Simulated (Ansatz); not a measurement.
The elements of this relaxed trial crystal are hidden behind letters.

```
lattice vectors (Å)
   0.0000    2.5741    2.5741
   2.5741    0.0000    2.5741
   2.5741    2.5741    0.0000
fractional positions
X 0.0000 0.0000 0.0000
Z 0.5000 0.5000 0.5000
```

Level of theory: DFT PBE, scalar-relativistic, plane waves, PAW in Ansatz. Settings of the last relaxation (2-atom cell): 420 eV, 8×8×8 k points, Gaussian smearing of 0.02 eV, no spin polarisation.

| Item | Value |
| --- | --- |
| Space group | Fm-3m (No. 225) |
| Conventional cell | a = 5.148 Å |
| Volume per atom | 17.06 Å³ |
| Density | 2.06 g/cm³ |
| Formation energy | −1.852 eV/atom |
| Gap on the 8×8×8 mesh of the 2-atom cell | 6.27 eV |

Energies are uncorrected and count from the elements' standard states at the same level.

**Question.** X is an s-block element of period 2 and Z is a p-block element of period 3. Which elements are they?

**Answer.** X = Li, Z = Cl, so the formula is LiCl, here in the rock salt type. Density times volume gives a mean mass of 2.06 × 17.06/1.6605 = 21.2 u per atom, and this set has 21.2 u. Among the elements that the hints allow, noble gases aside, only these give it. Li is surrounded by 6 Cl at 2.57 Å; Cl has 6 Li at 2.57 Å.

Kohn–Sham gaps at this level usually fall short of measured ones. A later test with randomly moved atoms came back to the same energy, though modes that don't fit the test's cell weren't probed.
